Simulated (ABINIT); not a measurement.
SnO:

```
Sn O
1.0
     3.81370    0.00000    0.00000
     0.00000    3.81370    0.00000
     0.00000    0.00000    4.88691
Sn O
2 2
Direct
  0.50000 0.00000 0.76463
  0.00000 0.50000 0.23537
  0.00000 0.00000 0.00000
  0.50000 0.50000 0.00000
```

The cell is a database's computed one.

Base run:

| Property | Result |
| --- | --- |
| Program | ABINIT 10.8.3 (patched build) |
| Functional | PW91 |
| Potentials or basis | JTH PAW PBE v2.0 |
| Cutoff | 762 eV |
| k mesh | 7 × 7 × 6 |
| Occupations | fermi-dirac, width 0.05 eV |
| Spin | no spin polarisation |

Its results: band gap on the k mesh 0.43 eV, indirect (least direct gap 2.06 eV); pressure 2.4 GPa; largest force 0.305 eV/Å.

Q: The run is repeated on the same cell with these changes: functional from PW91 to BLYP. What comes out?

A: Band gap on the k mesh 0.60 eV, indirect (least direct gap 2.20 eV); pressure 7.2 GPa; largest force 0.526 eV/Å.

BLYP binds less tightly than PW91, so the same cell stands under more pressure.

Caveats: the PAW data sets were made with another functional, which shifts forces and pressure a little; spin-orbit coupling is left out, which moves the levels of the heavy elements; the mesh misses the band edges, which the band path finds closer together.

Not every run made on this cell is shown here.
